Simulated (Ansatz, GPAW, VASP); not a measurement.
**Ba: 3 runs at one level of theory**

```
CELL_PARAMETERS angstrom
-2.50650 2.50650 2.50650
2.50650 -2.50650 2.50650
2.50650 2.50650 -2.50650
ATOMIC_POSITIONS crystal
Ba 0.00000 0.00000 0.00000
```

Alike in all runs: task single point; functional RPBE; k mesh 8 × 8 × 8; occupations gaussian, width 0.1 eV; no spin polarisation; no spin-orbit coupling. Pressure is positive in compression and, in plane waves, holds the error of the finite cutoff, which Ansatz's Pulay term estimates and takes out.

```
                                                    program and potentials  plane-wave cutoff (eV)                                                 notes  band gap (eV)  pressure (GPa)
                                                        Ansatz, Ansatz PAW                     420  potentials made for PBE, which Ansatz adapts in part         no gap            0.68
GPAW, the program's PAW data sets (release 1.2.1) made for this functional                     600                                                     -         no gap            0.73
                                         VASP, PBE PAW files Ba_sv, 520 eV                     520                               potentials made for PBE         no gap            0.73
```

None finds a gap. The pressure spans 0.68 (Ansatz, Ansatz PAW) to 0.73 GPa (VASP, PBE PAW files Ba_sv, 520 eV). Some sets were made for another functional than the one run, which can shift their rows.

Differences between rows come from potentials, basis sets and numerical settings, since the functional is the same but for its coding. Runs on potential files found faulty are left out.
